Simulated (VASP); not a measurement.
# A VASP 6.6.1 relaxation on LiCl

INCAR

```
ENCUT = 600
LREAL = .FALSE.
LASPH = .TRUE.
NELM = 120
PREC = Accurate
IBRION = 2
NELMDL = -8
LCHARG = .FALSE.
LWAVE = .FALSE.
NBANDS = 17
NSW = 40
EDIFFG = -5E-3
SIGMA = 0.02
ISMEAR = -1
GGA = CA
EDIFF = 0.001
ISIF = 3
```

KPOINTS

```
KPOINTS created by Atomic Simulation Environment
0
Gamma
8 8 8
0 0 0
```

POSCAR

```
Li Cl
 1.0000000000000000
     0.0000000000000000    2.5745971596289259    2.5745971596289259
     2.5745971596289259    0.0000000000000000    2.5745971596289259
     2.5745971596289259    2.5745971596289259    0.0000000000000000
 Li  Cl
   1   1
Cartesian
  0.0000000000000000 -0.0000000000000000 -0.0000000000000000
  2.5745971596289254  2.5745971596289254  2.5745971596289254
```

The recommended LDA PAW datasets give the neutral cell 10 valence electrons.

Command

```
mpirun -np 1 vasp_std
```

Predict the outcome of this run.

It converged. Results: relaxed cell vector lengths 3.506, 3.506, 3.506 Å; relaxed cell volume 30.48 Å³.

OSZICAR

```
N       E                     dE             d eps       ncg     rms          rms(c)
DAV:   1     0.376353960731E+02    0.37635E+02   -0.41737E+03   986   0.594E+02
DAV:   2    -0.577987590402E+01   -0.43415E+02   -0.41276E+02  1338   0.120E+02
DAV:   3    -0.808672860712E+01   -0.23069E+01   -0.22972E+01  1276   0.260E+01
DAV:   4    -0.813059721404E+01   -0.43869E-01   -0.43853E-01  1304   0.365E+00
DAV:   5    -0.813140008338E+01   -0.80287E-03   -0.80285E-03  1293   0.418E-01
DAV:   6    -0.813141461256E+01   -0.14529E-04   -0.14529E-04  1142   0.564E-02
DAV:   7    -0.813141532682E+01   -0.71427E-06   -0.71426E-06   760   0.131E-02
DAV:   8    -0.813141549441E+01   -0.16759E-06   -0.16759E-06   589   0.640E-03    0.233E+00
DAV:   9    -0.806125825181E+01    0.70157E-01   -0.10161E-01  1294   0.112E+00    0.159E+00
DAV:  10    -0.805364222543E+01    0.76160E-02   -0.25991E-02  1470   0.641E-01    0.822E-01
...
DAV:   5    -0.807228816080E+01    0.12213E-02   -0.24863E-03  1420   0.232E-01    0.676E-02
DAV:   6    -0.807228353518E+01    0.46256E-05   -0.73110E-05   585   0.577E-02
   3 F= -.80722835E+01 E0= -.80722835E+01  d E =-.188538E-01
       N       E                     dE             d eps       ncg     rms          rms(c)
DAV:   1    -0.839284210111E+01   -0.32055E+00   -0.43527E+00  1008   0.946E+00    0.340E+00
DAV:   2    -0.813074547117E+01    0.26210E+00   -0.47724E-01  1171   0.297E+00    0.121E+00
DAV:   3    -0.810033656227E+01    0.30409E-01   -0.10598E-01  1285   0.135E+00    0.763E-01
DAV:   4    -0.809843871945E+01    0.18978E-02   -0.25400E-03  1519   0.263E-01    0.238E-01
DAV:   5    -0.809815974932E+01    0.27897E-03   -0.40228E-04  1192   0.953E-02
   4 F= -.80981597E+01 E0= -.80981597E+01  d E =-.447300E-01
```

```json
{"ionic step": "1", "ΔE (meV/atom)": "0.0", "volume (Å³)": "34.13", "largest force (eV/Å)": "0.000", "pressure (GPa)": "-3.00", "electronic steps": "11"}
{"ionic step": "2", "ΔE (meV/atom)": "-14.5", "volume (Å³)": "32.58", "largest force (eV/Å)": "0.000", "pressure (GPa)": "-3.00", "electronic steps": "4"}
{"ionic step": "3", "ΔE (meV/atom)": "-9.4", "volume (Å³)": "28.20", "largest force (eV/Å)": "0.000", "pressure (GPa)": "3.95", "electronic steps": "6"}
{"ionic step": "4", "ΔE (meV/atom)": "-22.4", "volume (Å³)": "30.48", "largest force (eV/Å)": "0.000", "pressure (GPa)": "0.00", "electronic steps": "5"}
```

 The volume moved far on the plane waves of the start cell, so a restart from CONTCAR is due.

For comparison, a separate LDA relaxation on usual settings, not on those above, ends at 30.50 Å³.
